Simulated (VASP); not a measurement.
# TiO₂: optical spectrum of independent particles, by functional

TiO₂, I4_1/amd (no. 141), 6 atoms in the cell.

| Functional | ε at zero frequency, electronic | Mean energy of the absorption, weighted by Im ε (eV) | Refractive index at 633 nm | Refractive index at 1064 nm | Direct gap on the mesh (eV) | Time (s) |
|---|---|---|---|---|---|---|
| PBE | 6.75 | 7.83 | 2.85 | 2.67 | 2.45 | 30 |
| LDA | 6.99 | 7.81 | 2.93 | 2.72 | 2.35 | 29 |
| PBEsol | 6.86 | 7.84 | 2.88 | 2.69 | 2.41 | 30 |
| r2SCAN | 5.94 | 8.20 | 2.60 | 2.48 | 2.90 | 160 |
| TB-mBJ | 5.19 | 8.36 | 2.39 | 2.31 | 3.49 | 244 |
| SCAN | 5.93 | 8.21 | 2.59 | 2.48 | 2.90 | 220 |

Limits: rows 1, 2, 3, 4, 6: the 6×6×6 mesh is coarse for a spectrum: peaks stand apart that a denser mesh merges, and ε at zero frequency can be far too high; the pull between electron and hole is left out; rows 1, 2, 3, 4, 6: the onset follows the functional's gap, which semilocal functionals usually make too small; row 5: the 6×6×6 mesh is coarse for a spectrum: peaks stand apart that a denser mesh merges.

## Input of the first row

INCAR:
```
SYSTEM = TiO2
ALGO = Normal
CSHIFT = 0.1
EDIFF = 1E-7
ENCUT = 460
GGA = PE
ISMEAR = 0
KPAR = 4
LASPH = .TRUE.
LCHARG = .FALSE.
LOPTICS = .TRUE.
LWAVE = .TRUE.
NBANDS = 56
NEDOS = 2000
PREC = Accurate
SIGMA = 0.02
```

KPOINTS:
```
k-points
0
Gamma
  6 6 6
```

POSCAR:
```
TiO2
1.0
   -1.8921000000      1.8921000000      4.7573000000
    1.8921000000     -1.8921000000      4.7573000000
    1.8921000000      1.8921000000     -4.7573000000
Ti O
2 4
Direct
    0.7500000000      0.2500000000      0.5000000000
    0.0000000000      0.0000000000      0.0000000000
    0.7919000000      0.7919000000      0.0000000000
    0.5419000000      0.0419000000      0.5000000000
    0.9581000000      0.4581000000      0.5000000000
    0.2081000000      0.2081000000      0.0000000000
```

Commands:
```
cat potpaw_PBE.64/Ti_sv/POTCAR potpaw_PBE.64/O/POTCAR > POTCAR
mpirun -np 4 vasp_std > vasp.out
```

Changes of the last row against the first:
```
- GGA = PE
+ METAGGA = SCAN
+ LMIXTAU = True
```

VASP 6.6.1 took 30 s on 4 cores (AMD EPYC 9R45 (Zen 5)), a shared host.
